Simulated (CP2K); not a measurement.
# MgS (Niningerite) under changes of volume

One of the cells (17.609 Å³/atom); the others are scaled copies at fixed shape and fractional positions:

```
CELL_PARAMETERS angstrom
3.67929 0.00000 0.00000
1.83964 3.18636 0.00000
1.83964 1.06212 3.00413
ATOMIC_POSITIONS crystal
S 0.50000 0.50000 0.50000
Mg 0.00000 0.00000 0.00000
```

```yaml
Program: CP2K 2026.2
Functional: LDA
Potentials_or_basis: GTH_POTENTIALS S GTH-PADE-q6, Mg GTH-PADE-q10; TZVP-MOLOPT-PBE-GTH basis
Density_cutoff: 19048 eV
k_mesh: 9 × 9 × 9
Occupations: fermi-dirac, width 0.01 eV
Spin: no spin polarisation
```

| volume (Å³/atom) | energy over the lowest point (meV/atom) | pressure (GPa) | gap on the mesh (eV) |
| --- | --- | --- | --- |
| 16.553 | 7.33 | 3.6 | 2.74 |
| 16.905 | 1.55 | 1.7 | 2.69 |
| 17.257 | 0.00 | 0.0 | 2.65 |
| 17.609 | 1.76 | -1.6 | 2.61 |
| 17.962 | ? | ? | ? |
| 18.314 | 14.60 | -4.2 | 2.52 |
| 18.666 | 25.08 | -5.3 | 2.48 |

Task: What does the run at 17.962 Å³/atom give?

Result: Energy over the lowest point 6.73 meV/atom; pressure -2.9 GPa; gap on the mesh 2.57 eV.

Worked out: A Birch-Murnaghan fit of order 3 (a polynomial in V^(-2/3)) to the other rows has its minimum at 17.24 Å³/atom with B0 = V·E''(V) = 79 GPa and B' = 4.3. It gives 6.78 meV/atom at 17.962 Å³/atom, against the run's 6.73, and -dE/dV = -3.0 GPa, against -2.9. A straight line through the other rows of the gap, of slope -2.15 eV per unit of ln V, gives 2.56 eV, against the run's 2.57.

Energies are extrapolated to zero smearing.

Caveats: an odd mesh through Γ misses points on the zone boundary, where band edges often lie; the basis of atomic orbitals isn't converged, which shifts pressures, moduli and gaps.
